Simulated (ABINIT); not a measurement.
CdSe, 2 atoms in the cell. Symmetry: F-43m, No. 216, cubic system. Conventional cell: a = 6.084 Å, b = 6.084 Å, c = 6.084 Å, α = 90.00°, β = 90.00°, γ = 90.00°. Cd (site symmetry -43m) has 4 Se at 2.63 Å as nearest neighbours. Se (site symmetry -43m) is surrounded by 4 Cd at 2.63 Å. Measurements of this composition are mostly on another form, of space group No. 186. The cell isn't the ideal one: cell relaxed.

* Program: ABINIT 10.8.3 (patched build)
* Task: single point
* Functional: PBEsol
* Potentials or basis: PseudoDojo NC SR PBEsol v0.4.1 standard
* Cutoff: 1388 eV
* k mesh: 6 × 6 × 6
* Occupations: fermi-dirac, width 0.05 eV
* Spin: no spin polarisation

Potentials or basis: PseudoDojo NC SR PBEsol v0.4.1 standard.

Launch:

```console
$ mpirun --bind-to none -np 4 abinit run.abi > log 2>&1
```

Hardware: 4 MPI ranks on Arm Neoverse V1, on a shared host.

**Question.** How long does it take, and how much memory?

**Answer.** Wall time 38 s on 4 MPI ranks on Arm Neoverse V1, on a shared host, peak memory 0.44 GiB a rank. Counts: scf iterations 16, mpi ranks 4, k points 16, bands 22, plane waves 6642.
